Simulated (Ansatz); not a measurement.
## Fitting the r2SCAN+rVV10 energy curve of In

Space group Im-3m (No. 229). a = 3.765 Å, b = 3.765 Å, c = 3.765 Å, α = 90.00°, β = 90.00°, γ = 90.00°
| atom | site | symmetry | x | y | z |
| --- | --- | --- | --- | --- | --- |
| In | 2a | m-3m | 0.0000 | 0.0000 | 0.0000 |

This isn't the form of In at room conditions, which is tetragonal.

The cell was scaled at fixed shape and fractions and run with Ansatz, Ansatz PAW (files of its older set among them), cutoff 870 eV; r2SCAN+rVV10, k mesh 10 × 10 × 10 on the cell of 1 atom, fermi-dirac occupations of 0.15 eV, no spin polarisation, no spin-orbit coupling. The potentials were made for PBE. Energies are those that the program minimises, any entropy of the smearing included. For a metal such a mesh isn't converged to the digits shown.

```csv
V (Å³/atom),energy over the lowest row (meV/atom)
25.0848,4.626
25.6185,0.672
26.1522,0.000
26.6859,2.213
27.2197,?
27.7534,13.960
28.2871,22.921
```

Fit the third-order Birch-Murnaghan form, give V0, B0 and B′, and predict the energy left open.

With y = (V0/V)^(2/3), E = E0 + (9 V0 B0/16) [(y - 1)³ B′ + (y - 1)² (6 - 4y)]. Least squares through the rows shown give V0 = 26.0012 Å³/atom, E0 = -0.119 meV, B0 = 43.71 GPa (1 eV/Å³ = 160.218 GPa) and B′ = 5.19, with a largest miss of 0.001 meV. At V = 27.2197 the form with these constants gives 6.968 meV; the run gave 6.969 meV an atom.
